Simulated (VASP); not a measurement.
# MgB2 (P6/mmm) in VASP: further runs, part 2 of 3

VASP 6.6.1.

### 3 Electric field gradients, PBE

INCAR

```
SYSTEM = MgB2
  ALGO = Fast
  EDIFF = 1E-8
  ENCUT = 520
  GGA = PE
  ISIF = 2
  ISMEAR = 0
  LASPH = .TRUE.
  LCHARG = .FALSE.
  LEFG = .TRUE.
  LREAL = .FALSE.
  LWAVE = .FALSE.
  NELM = 100
  PREC = Accurate
  SIGMA = 0.02
```

KPOINTS

```
k-points
0
G
  10 10 8
  0 0 0
```

POSCAR

```
MgB2
1.0
    3.0850000000      0.0000000000      0.0000000000
   -1.5425000000      2.6716883707      0.0000000000
    0.0000000000      0.0000000000      3.5230000000
Mg B
1 2
Direct
    0.0000000000      0.0000000000      0.0000000000
    0.6666666667      0.3333333333      0.5000000000
    0.3333333333      0.6666666667      0.5000000000
```

Potentials or basis: VASP PAW PBE potentials, release 64 (Mg, B).

The run is started by

```sh
$ cat potpaw_PBE.64/Mg/POTCAR potpaw_PBE.64/B/POTCAR > POTCAR
$ mpirun -np 1 vasp_std > vasp.out
```

OUTCAR:

```text
SYSTEM = MgB2
   EDIFF = 1E-8
   ENCUT = 520
   GGA = PE
   ISIF = 2
   ISMEAR = 0
   LASPH = .TRUE.
   LREAL = .FALSE.
   NELM = 100
   PREC = Accurate

 ion  position               nearest neighbor table
   1  0.000  0.000  0.000-   2 2.51   3 2.51   2 2.51   3 2.51   2 2.51   2 2.51   3 2.51   3 2.51
                             2 2.51   2 2.51   3 2.51   3 2.51
   2  0.667  0.333  0.500-   3 1.78   3 1.78   3 1.78   1 2.51   1 2.51   1 2.51   1 2.51   1 2.51
                             1 2.51
   3  0.333  0.667  0.500-   2 1.78   2 1.78   2 1.78   1 2.51   1 2.51   1 2.51   1 2.51   1 2.51
                             1 2.51

  LATTYP: Found a hexagonal cell.
 ALAT       =     3.0850000000
 C/A-ratio  =     1.1419773096

  Lattice vectors:

 A1 = (   3.0850000000,   0.0000000000,   0.0000000000)
 A2 = (  -1.5425000000,   2.6716883707,   0.0000000000)
 A3 = (   0.0000000000,   0.0000000000,   3.5230000000)

Analysis of symmetry for initial positions (statically):
=====================================================================
 Subroutine PRICEL returns:
 Original cell was already a primitive cell.

 Routine SETGRP: Setting up the symmetry group for a
 hexagonal supercell.

 Subroutine GETGRP returns: Found 24 space group operations
 (whereof 24 operations were pure point group operations)
 out of a pool of 24 trial point group operations.

The static configuration has the point symmetry D_6h.

Analysis of symmetry for dynamics (positions and initial velocities):
=====================================================================
 Subroutine PRICEL returns:
 Original cell was already a primitive cell.

 Routine SETGRP: Setting up the symmetry group for a
 hexagonal supercell.

 Subroutine GETGRP returns: Found 24 space group operations
 (whereof 24 operations were pure point group operations)
 out of a pool of 24 trial point group operations.

The dynamic configuration has the point symmetry D_6h.

 Subroutine INISYM returns: Found 24 space group operations
 (whereof 24 operations are pure point group operations),
 and found     1 'primitive' translations

----------------------------------------------------------------------------------------

                                     Primitive cell

  volume of cell :      29.0371

  direct lattice vectors                    reciprocal lattice vectors
     3.085000000  0.000000000  0.000000000     0.324149109  0.187147575  0.000000000
    -1.542500000  2.671688371  0.000000000     0.000000000  0.374295150  0.000000000
     0.000000000  0.000000000  3.523000000     0.000000000  0.000000000  0.283848992

  length of vectors
     3.085000000  3.085000000  3.523000000     0.374295150  0.374295150  0.283848992

  position of ions in fractional coordinates (direct lattice)
     0.000000000  0.000000000  0.000000000
     0.666666667  0.333333333  0.500000000
     0.333333333  0.666666667  0.500000000

  ion indices of the primitive-cell ions
   primitive index   ion index
                 1           1
                 2           2
                 3           3

----------------------------------------------------------------------------------------

[... 92 lines left out ...]
  Thomas-Fermi vector in A             =   2.200801
   LORBIT       =      0    0 simple, 1 ext, 2 COOP (PROOUT), +10 PAW based schemes
   GGA     = PE    functional components
   LHFCALC =     F    Hartree Fock is set to
   AEXX    =    0.0000 exact exchange contribution
   IVDW    =     0    specifies the selected vdW correction
   LEPSILON=     F    determine dielectric tensor
   LRPA    =     F    only Hartree local field effects (RPA)
 non-spin polarized calculation
 RMM-DIIS sequential band-by-band and
 Gauss-broadening in eV      SIGMA  =   0.02
  energy-cutoff  :      520.00
  volume of cell :       29.04
 maximum number of plane-waves:       806
 NGX is ok and might be reduce to    24
   NGX = 11   NGY = 11   NGZ = 13

 number of electron       8.0000000 magnetization

 Free energy of the ion-electron system (eV)
  ---------------------------------------------------
  ext. energy  EPLUGINS =         0.00000000
  ---------------------------------------------------
  free energy    TOTEN  =       -15.32047673 eV

  energy without entropy =      -15.32026445  energy(sigma->0) =      -15.32037059

 E-fermi :   5.3032     XC(G=0): -10.9099

 val. band max:        5.2942675468   @ k =   0.1000   0.0000   0.1250
 cond. band min:       5.3214751390   @ k =   0.3000   0.2000   0.0000
 fundamental gap:      0.0272075922
 Fermi energy:         5.3031754987

 k-point     1 :       0.0000    0.0000    0.0000
  band No.  band energies     occupation
      1      -7.1429      2.00000
      2       2.3330      2.00000
      3       5.6388      0.00000
      4       5.6388      0.00000
      5       6.9124      0.00000
      6      11.5742      0.00000
      7      11.5742      0.00000
      8      13.3403      0.00000
[... 243 lines left out ...]
 k-point    24 :       0.4000    0.1000    0.1250
  band No.  band energies     occupation
      1      -3.5325      2.00000
      2      -1.7708      2.00000
      3       2.4557      2.00000
      4       4.5988      2.00000
      5       7.4750      0.00000
      6      10.4693      0.00000
      7      11.5891      0.00000
      8      13.5017      0.00000

 [... further k-points ...]

------------------------ aborting loop because EDIFF is reached ----------------------------------------

  FORCE on cell =-STRESS in cart. coord.  units (eV):
  Direction    XX          YY          ZZ          XY          YZ          ZX
  --------------------------------------------------------------------------------------
  -------------------------------------------------------------------------------------
  Total       -0.1458008     -0.1458008     -0.3175529      0.0000000     -0.0000000     -0.0000000
  in kB       -8.0448307     -8.0448307    -17.5215730      0.0000000     -0.0000000     -0.0000000
  external PRESSURE =     -11.2037448 kB  Pullay stress =       0.0000000 kB

 VOLUME and BASIS-vectors are now :
 -----------------------------------------------------------------------------
  energy-cutoff  :      520.00
  volume of cell :       29.04
      direct lattice vectors                 reciprocal lattice vectors
     3.085000000  0.000000000  0.000000000     0.324149109  0.187147575  0.000000000
    -1.542500000  2.671688371  0.000000000     0.000000000  0.374295150  0.000000000
     0.000000000  0.000000000  3.523000000     0.000000000  0.000000000  0.283848992

 POSITION                                       TOTAL-FORCE (eV/Angst)
 -----------------------------------------------------------------------------------
      0.00000      0.00000      0.00000        -0.000000      0.000000      0.000000
      1.54250      0.89056      1.76150         0.000000      0.000000     -0.000000
     -0.00000      1.78113      1.76150        -0.000000      0.000000      0.000000
 -----------------------------------------------------------------------------------
    total drift:                                0.000000     -0.000000      0.000000

  FREE ENERGIE OF THE ION-ELECTRON SYSTEM (eV)
  ---------------------------------------------------
  free  energy   TOTEN  =       -15.3204767293 eV

  energy  without entropy=      -15.3202644528  energy(sigma->0) =      -15.32037059

 Electric field gradients (V/A^2)
---------------------------------------------------------------------
 ion       V_xx      V_yy      V_zz      V_xy      V_xz      V_yz
---------------------------------------------------------------------
   1       0.035     0.035    -0.069    -0.000     0.000    -0.000
   2     -10.319   -10.319    20.638    -0.000     0.000    -0.000
   3     -10.319   -10.319    20.638    -0.000     0.000    -0.000
---------------------------------------------------------------------

 Electric field gradients after diagonalization (V/A^2)
 (convention: |V_zz| > |V_xx| > |V_yy|)
----------------------------------------------------------------------
 ion       V_xx      V_yy      V_zz     asymmetry (V_yy - V_xx)/ V_zz
----------------------------------------------------------------------
   1       0.035     0.035    -0.069       0.000
   2     -10.319   -10.319    20.638       0.000
   3     -10.319   -10.319    20.638       0.000
----------------------------------------------------------------------

           NMR quadrupolar parameters

 Cq : quadrupolar parameter    Cq=e*Q*V_zz/h
 eta: asymmetry parameters     (V_yy - V_xx)/ V_zz
 Q  : nuclear electric quadrupole moment in mb (millibarn)
----------------------------------------------------------------------
 ion       Cq(MHz)       eta       Q (mb)
----------------------------------------------------------------------
   1      -0.000       0.000       1.000
   2       0.050       0.000       1.000
   3       0.050       0.000       1.000
----------------------------------------------------------------------
```

It took 8.9 s on 1 thread of Intel Xeon 6975P-C (Granite Rapids), shared host; peak memory 0.15 GiB.

What came out:

```
Free energy            : -15.3205 eV
Pressure               : -1.1 GPa
Band gap on the k mesh : none (metal or under the smearing width)
```

Electric field gradients, principal values (V/Å²):
```
atom      Vxx      Vyy     Vzz
1 Mg    0.035    0.035  -0.069
 2 B  -10.319  -10.319  20.638
 3 B  -10.319  -10.319  20.638
```

### 4 Core levels, PBE

INCAR

```
PREC     = Accurate       # precision mode
ENCUT    = 520            # plane-wave cutoff, eV
EDIFF    = 1E-6           # SCF threshold, eV
ISMEAR   = 0              # smearing method
SIGMA    = 0.02           # smearing width, eV
LREAL    = F              # projectors in reciprocal space
LASPH    = T              # aspherical terms in the spheres
NELM     = 100            # most SCF steps
ALGO     = Normal         # electronic algorithm
ISIF     = 2              # what is computed and relaxed
LWAVE    = F              # write WAVECAR
LCHARG   = F              # write CHGCAR
GGA      = PE             # functional
ICORELEVEL= 1
```

KPOINTS

```
Automatic mesh
0
Gamma
  10 10 8
```

POSCAR is that of step 3.

Potentials or basis: VASP PAW PBE potentials, release 64 (Mg, B).

The run is started by

```sh
$ cat potpaw_PBE.64/Mg/POTCAR potpaw_PBE.64/B/POTCAR > POTCAR
$ mpirun -np 1 vasp_std > vasp.out
```

OUTCAR:

```text
PREC = Accurate
   ENCUT = 520
   EDIFF = 1E-6
   ISMEAR = 0
   LREAL = F
   LASPH = T
   NELM = 100
   ISIF = 2
   GGA = PE

 ion  position               nearest neighbor table
   1  0.000  0.000  0.000-   2 2.51   3 2.51   2 2.51   3 2.51   2 2.51   2 2.51   3 2.51   3 2.51
                             2 2.51   2 2.51   3 2.51   3 2.51
   2  0.667  0.333  0.500-   3 1.78   3 1.78   3 1.78   1 2.51   1 2.51   1 2.51   1 2.51   1 2.51
                             1 2.51
   3  0.333  0.667  0.500-   2 1.78   2 1.78   2 1.78   1 2.51   1 2.51   1 2.51   1 2.51   1 2.51
                             1 2.51

  LATTYP: Found a hexagonal cell.
 ALAT       =     3.0850000000
 C/A-ratio  =     1.1419773096

  Lattice vectors:

 A1 = (   3.0850000000,   0.0000000000,   0.0000000000)
 A2 = (  -1.5425000000,   2.6716883707,   0.0000000000)
 A3 = (   0.0000000000,   0.0000000000,   3.5230000000)

Analysis of symmetry for initial positions (statically):
=====================================================================
 Subroutine PRICEL returns:
 Original cell was already a primitive cell.

 Routine SETGRP: Setting up the symmetry group for a
 hexagonal supercell.

 Subroutine GETGRP returns: Found 24 space group operations
 (whereof 24 operations were pure point group operations)
 out of a pool of 24 trial point group operations.

The static configuration has the point symmetry D_6h.

Analysis of symmetry for dynamics (positions and initial velocities):
=====================================================================
 Subroutine PRICEL returns:
 Original cell was already a primitive cell.

 Routine SETGRP: Setting up the symmetry group for a
 hexagonal supercell.

 Subroutine GETGRP returns: Found 24 space group operations
 (whereof 24 operations were pure point group operations)
 out of a pool of 24 trial point group operations.

The dynamic configuration has the point symmetry D_6h.

[... 122 lines left out ...]
  Fermi-wavevector in a.u.,A,eV,Ry     =   1.065255  2.013040 15.439462  1.134768
  Thomas-Fermi vector in A             =   2.200801
   LORBIT       =      0    0 simple, 1 ext, 2 COOP (PROOUT), +10 PAW based schemes
   GGA     = PE    functional components
   LHFCALC =     F    Hartree Fock is set to
   AEXX    =    0.0000 exact exchange contribution
   IVDW    =     0    specifies the selected vdW correction
   LEPSILON=     F    determine dielectric tensor
   LRPA    =     F    only Hartree local field effects (RPA)
 non-spin polarized calculation
 Gauss-broadening in eV      SIGMA  =   0.02
  energy-cutoff  :      520.00
  volume of cell :       29.04
 maximum number of plane-waves:       806
 NGX is ok and might be reduce to    24
   NGX = 11   NGY = 11   NGZ = 13

 number of electron       8.0000000 magnetization

 Free energy of the ion-electron system (eV)
  ---------------------------------------------------
  ext. energy  EPLUGINS =         0.00000000
  ---------------------------------------------------
  free energy    TOTEN  =       -15.32047674 eV

  energy without entropy =      -15.32026419  energy(sigma->0) =      -15.32037046

 the core state eigenenergies are
   1-  1s  -1249.4710  2s    -69.9352  2p    -36.6868
   2-  1s   -166.9497
   3-  1s   -166.9497

 E-fermi :   5.3033     XC(G=0): -10.9099

 val. band max:        5.2943655253   @ k =   0.1000   0.0000   0.1250
 cond. band min:       5.3215309319   @ k =   0.3000   0.2000   0.0000
 fundamental gap:      0.0271654066
 Fermi energy:         5.3032588620

 k-point     1 :       0.0000    0.0000    0.0000
  band No.  band energies     occupation
      1      -7.1429      2.00000
      2       2.3330      2.00000
      3       5.6389      0.00000
      4       5.6389      0.00000
      5       6.9124      0.00000
      6      11.5743      0.00000
      7      11.5743      0.00000
      8      13.3403      0.00000
[... 276 lines left out ...]
 k-point    27 :       0.4000    0.2000    0.1250
  band No.  band energies     occupation

------------------------ aborting loop because EDIFF is reached ----------------------------------------

  FORCE on cell =-STRESS in cart. coord.  units (eV):
  Direction    XX          YY          ZZ          XY          YZ          ZX
  --------------------------------------------------------------------------------------
  -------------------------------------------------------------------------------------
  Total       -0.1459705     -0.1459705     -0.3182149      0.0000000      0.0000000      0.0000000
  in kB       -8.0541949     -8.0541949    -17.5581003      0.0000000      0.0000000      0.0000000
  external PRESSURE =     -11.2221633 kB  Pullay stress =       0.0000000 kB

 VOLUME and BASIS-vectors are now :
 -----------------------------------------------------------------------------
  energy-cutoff  :      520.00
  volume of cell :       29.04
      direct lattice vectors                 reciprocal lattice vectors
     3.085000000  0.000000000  0.000000000     0.324149109  0.187147575  0.000000000
    -1.542500000  2.671688371  0.000000000     0.000000000  0.374295150  0.000000000
     0.000000000  0.000000000  3.523000000     0.000000000  0.000000000  0.283848992

 POSITION                                       TOTAL-FORCE (eV/Angst)
 -----------------------------------------------------------------------------------
      0.00000      0.00000      0.00000         0.000000      0.000000      0.000000
      1.54250      0.89056      1.76150         0.000000      0.000000      0.000000
     -0.00000      1.78113      1.76150        -0.000000     -0.000000     -0.000000
 -----------------------------------------------------------------------------------
    total drift:                                0.000000     -0.000000      0.000000

  FREE ENERGIE OF THE ION-ELECTRON SYSTEM (eV)
  ---------------------------------------------------
  free  energy   TOTEN  =       -15.3204767392 eV

  energy  without entropy=      -15.3202641891  energy(sigma->0) =      -15.32037046
```

Wall time 6.3 s (1 thread of Intel Xeon 6975P-C (Granite Rapids), shared host); peak memory 0.15 GiB.

What came out:

```
Free energy            : -15.3205 eV
Pressure               : -1.1 GPa
Band gap on the k mesh : none (metal or under the smearing width)
```

Stress tensor (GPa, compression positive):
```
-0.81  0.00  0.00
 0.00 -0.81  0.00
 0.00  0.00 -1.76
```

Levels at points of the mesh, in eV from the Fermi level:
```
           k point  band 1  band 2  band 3  band 4  band 5  band 6  band 7  band 8
(0.00, 0.00, 0.00)  -12.45   -2.97    0.34    0.34    1.61    6.27    6.27    8.04
(0.50, 0.00, 0.00)   -8.57   -7.85   -2.20    0.18    3.04    3.83    5.28    7.05
(0.00, 0.00, 0.50)  -11.17   -7.46    0.71    0.71    6.60    6.60    7.91    9.80
(0.50, 0.00, 0.50)   -7.59   -6.94   -3.60   -1.90   -1.34    5.66    8.72    8.85
```

Core levels (eV, on the scale of the bands):
| atom | levels |
| --- | --- |
| 1 Mg | 1s -1249.5, 2s -69.9, 2p -36.7 |
| 2 B | 1s -166.9 |
| 3 B | 1s -166.9 |

(Part 2 of 3 ends here.)
